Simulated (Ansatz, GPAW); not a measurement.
# An Al chain with two Li atoms in line: relaxation, then transmission at several levels, part 4 of 4

How well does an Al chain with two Li atoms in line conduct once its atoms have relaxed, and how much do cheaper levels lose?

GPAW 26.7.0 and Ansatz 0.2.0; Ansatz plane waves; relaxation of the junction with the lead ends held (the session's first sound run).

So far, transmission at the Fermi level (one spin): step 3 (plane waves, PBE) 0.497; step 5 (single-zeta polarised basis, PBE, GPAW) 0.414; step 6 (GPAW, sz: basis = "sz(dzp)", PBE, GPAW) 0.346; step 7 (LDA in the dzp basis: xc = "LDA") 0.467; step 8 (the structure as built: geometry = "as built", PBE, GPAW) 6.4e-4. Also open channels of the lead at the Fermi level (one spin): 2 in steps 3, 4, 6 and 8.

### 11. A varied run

One more run, with changed settings.

This step: GPAW LCAO, PAW setups; Landauer transmission from Green's functions with principal layers (ASE), zero bias (GPAW 26.7.0).

Contents of run.py:

```python
import json
import numpy as np
from ase import Atoms
from ase.transport.calculators import TransportCalculator
from gpaw import GPAW, FermiDirac
from gpaw.lcao.tools import get_lcao_hamiltonian
from scipy.linalg import eigh

# The junction with lead layers at both ends, along the third cell vector
device = Atoms(
    ['Al', 'Al', 'Al', 'Al', 'Al', 'Al', 'Al', 'Li', 'Li', 'Al', 'Al', 'Al', 'Al', 'Al', 'Al', 'Al'],
    positions=[
        [4.50000, 4.50000, 1.20000],
        [4.50000, 4.50000, 3.60000],
        [4.50000, 4.50000, 6.00000],
        [4.50000, 4.50000, 8.40000],
        [4.50000, 4.50000, 10.80000],
        [3.09808, 4.72357, 12.84768],
        [4.36651, 4.51749, 15.05913],
        [4.83804, 4.44912, 17.81081],
        [4.20477, 4.55362, 21.51471],
        [4.63644, 4.48271, 24.26999],
        [5.85263, 4.26169, 26.50897],
        [4.50000, 4.50000, 28.58660],
        [4.50000, 4.50000, 30.98660],
        [4.50000, 4.50000, 33.38660],
        [4.50000, 4.50000, 35.78660],
        [4.50000, 4.50000, 38.18660]],
    cell=[[9.0, 0.0, 0.0], [0.0, 9.0, 0.0], [0.0, 0.0, 39.3866]],
    pbc=True)

# One principal layer of the lead: the first 4 atoms of the device
lead = Atoms(
    ['Al', 'Al', 'Al', 'Al'],
    positions=[
        [4.50000, 4.50000, 1.20000],
        [4.50000, 4.50000, 3.60000],
        [4.50000, 4.50000, 6.00000],
        [4.50000, 4.50000, 8.40000]],
    cell=[[9.0, 0.0, 0.0], [0.0, 9.0, 0.0], [0.0, 0.0, 9.6]],
    pbc=True)

settings = dict(mode='lcao', basis='dzp', xc='PBE', h=0.2,
                occupations=FermiDirac(0.1), maxiter=100,
                mixer=dict(beta=0.1, nmaxold=8, weight=100.0),
                convergence=dict(density=0.0001))
energies = np.arange(-2, 2 + 1e-9, 0.025)
eta = 0.5
n1, n2 = 1, 1
# k and -k transmit alike, so half of the mesh across the current serves
mesh = [(i, j) for i in range(n1) for j in range(n2) if (i, j) <= (-i % n1, -j % n2)]
weights = np.array([1 if (i, j) == (-i % n1, -j % n2) else 2 for i, j in mesh]) / (n1 * n2)

# [... helper functions left out ...]
fermi_lead = ground_state(lead, (1, 1, 12), 'lead.txt')
fermi_device = ground_state(device, (1, 1, 2), 'device.txt')
# [... loop over the mesh left out, but for ...]
        # Shift the lead onto the potential of the device's first layer
        shift = ((H[:, 0, 0] - H0[:, 0, 0]) / S0[0, 0]).real.mean()
# [...]
kT = 8.617333e-5 * 300
bias = [0.1, 0.2, 0.5, 1.0, 1.5, 2.0]
# [... integrals and printing left out ...]
```

Run with:

```
OMP_NUM_THREADS=1 OPENBLAS_NUM_THREADS=1 python run.py
```

The program printed:

```text
basis functions: device 192, principal layer 52
Fermi level: lead -3.1259 eV, device -2.8940 eV; lead shifted by 0.0116 eV
largest coupling past the next layer 1.02e-15 eV, largest misfit of the first layer 0.024 eV
  E-E_F (eV)   T (one spin)  channels
    -2.000    1.3908e-06    1.0000
    -1.975    1.3965e-06    1.0000
    -1.950    1.4029e-06    1.0000
    -1.925    1.4099e-06    1.0000
    -1.900    1.4175e-06    1.0000
    -1.875    1.4259e-06    1.0000
    -1.850    1.4350e-06    1.0000
    -1.825    1.4448e-06    1.0000
    -1.800    1.4553e-06    1.0000
    -1.775    1.4665e-06    1.0000
    -1.750    1.4783e-06    1.0000
    -1.725    1.4908e-06    1.0000
    -1.700    1.5039e-06    1.0000
    -1.675    1.5176e-06    1.0000
    -1.650    1.5317e-06    1.0000
    -1.625    1.5464e-06    1.0000
[...]
1.825    1.4935e-04    3.0000
     1.850    1.5852e-04    3.0000
     1.875    1.6840e-04    3.0000
     1.900    1.7904e-04    3.0000
     1.925    1.9050e-04    3.0000
     1.950    2.0284e-04    3.0000
     1.975    2.1614e-04    3.0000
     2.000    2.3044e-04    3.0000
conductance at 300 K: 1.2894e-06 G0 a cell; thermopower -51.05 uV/K
current from the zero-bias T(E) at 0.1 V: 1.0194e-05 uA
current from the zero-bias T(E) at 0.2 V: 2.1606e-05 uA
current from the zero-bias T(E) at 0.5 V: 7.4866e-05 uA
current from the zero-bias T(E) at 1.0 V: 0.000284 uA
current from the zero-bias T(E) at 1.5 V: 0.00069273 uA
current from the zero-bias T(E) at 2.0 V: 0.0013027 uA
```

Wall time 3 min (1 thread of AMD EPYC 7R43, shared host); peak memory 1.2 GiB.

The run finished. A setting was moved off its sound value on purpose, so it serves as a test and not as the result.

The fault put into the input: a broadening of tenths of an eV (eta = 0.5).

The two runs compared:

```tsv
quantity	this run	sound run	difference
conductance (G₀)	1.289e-6	0.48473	-0.485
thermopower (μV/K)	-51.046	-33.028	-18.0
largest coupling past the next principal layer (eV)	1.024e-15	1.110e-15	-8.7e-17
largest misfit of the first principal layer (eV)	0.023684	0.023684	9.9e-16
shift that aligns the lead (eV)	0.011616	0.011616	4.3e-12
transmission at the Fermi level (one spin)	1.220e-6	0.47312	-0.473
```

The two runs differ clearly in the transmission at the Fermi level (one spin): 1.2e-6 against 0.473.

### 12. What came out

| Quantity | Value |
| --- | --- |
| conductance | 0.485 G₀ |
| transmission at the Fermi level, mean of the spins | 0.473 |
| thermopower | -33.0 μV/K |
| open channels of the lead there | 2 |

What this shows: In the dzp basis the junction conducts 0.485 G₀ at 300 K, with T = 0.473 a spin at the Fermi level; no smaller basis tried comes within 10 % of that conductance. Relaxation moved atoms by up to 1.5 Å and took the conductance from 6.3e-4 to 0.485 G₀, as a ratio a larger change than the step from dzp to the minimal basis. Plane waves (PBE) give T = 0.497 there. The scatterer reflects about 76 % of the incoming channels at the Fermi level. At the Fermi level one eigenchannel carries the current (0.47). The negative thermopower says that the thermally weighted transmission is larger above the Fermi level, as for electron-like transport. Measured against the first run (pw-pbe), the nearest curve is that of dzp (r.m.s. 0.11) and the farthest that of asbuilt (0.27). Over the compared runs wall time goes from 66 s (pw-pbe) to 176 s (dzp), on a shared host; the plane-wave run used 4 threads and the orbital runs 1. The leads kept an estimated spacing and the cell its length, so the junction may be under some tension or compression. Energies count from the junction cell's Fermi level; in the run with T = 0.473 there, the aligned lead's own level lies at 0.012 eV, where T interpolates to 0.499; the finite cell leaves the answer open by at least that much. An evenly spaced straight chain is an idealisation: free chains tend to dimerise, zigzag or, where a band edge lies near the Fermi level, turn magnetic. The currents use the zero-bias T(E) throughout, which holds only while the bias is small against the distance to the nearest feature.

[Logs are printed without paths, hosts, clocks, repeated set-up lines and the standing remarks that a program may print on its own settings, such as how far it seeks lower states.]

[Hosts, paths, dates, database ids (printed as entryN), source tags and the programs' standing remarks are cut or masked in the printed files.]
